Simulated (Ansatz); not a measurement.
A generator proposed this cell of Ca.

```
Ca
1.0
    -3.52975    3.52975    2.88376
     3.52975   -3.52975    2.88376
     3.52975    3.52975   -2.88376
Ca
3
Direct
  0.75000 0.25000 0.50000
  0.25000 0.75000 0.50000
  0.00000 0.00000 0.00000
```

Computed with Ansatz, DFT PBE, scalar-relativistic, plane waves, PAW. Cutoff 420 eV; k points 4×4×4 on the computed 3-atom cell (Γ-centred); Gaussian smearing, width 0.10 eV; no spin polarisation.

Energies count from the standard state of Ca at the same level.

Question: Estimate its pressure, forces and energy as it stands.

Answer: The pressure is 1.8 GPa (the mean over three directions, positive in compression), the largest force is 0.00 eV/Å (symmetry fixes the atoms), and the energy is +0.84 eV/atom against the standard state. The shortest distance is 2.88 Å.

Question: How much does it gain on relaxing, and where does it end?

Answer: Relaxing gains about 0.40 eV/atom (the start's value is from the coarse mesh, so the gain is rough) in 15 ionic steps and ends at +0.44 eV/atom on the finer mesh. The symmetry stays I4/mmm (No. 139). The volume per atom grows by 10.2 %, from 47.9 to 52.8 Å³. The shortest distance goes from 2.88 Å (Ca–Ca) to 3.72 Å (Ca–Ca). The ratio c/a of the conventional cell changes by a factor of 1.68. Conventional cell: a = 6.129 Å, c = 8.430 Å. Ca on a site of symmetry -4m2 is surrounded by 4 Ca at 3.72 Å and 6 Ca at 4.21–4.33 Å; Ca on a site of symmetry 4/mmm has 8 Ca at 3.72 Å.

The last run used a 10×10×10 mesh for its 3-atom cell and Gaussian smearing of 0.10 eV. The relaxation can't lower the symmetry of the start. Symmetry constrained the relaxation, so the result can be a saddle point. Another cell of Ca relaxed alike, in I4/mmm, lies 0.42 eV/atom lower, so this cell isn't the stable form at this level.
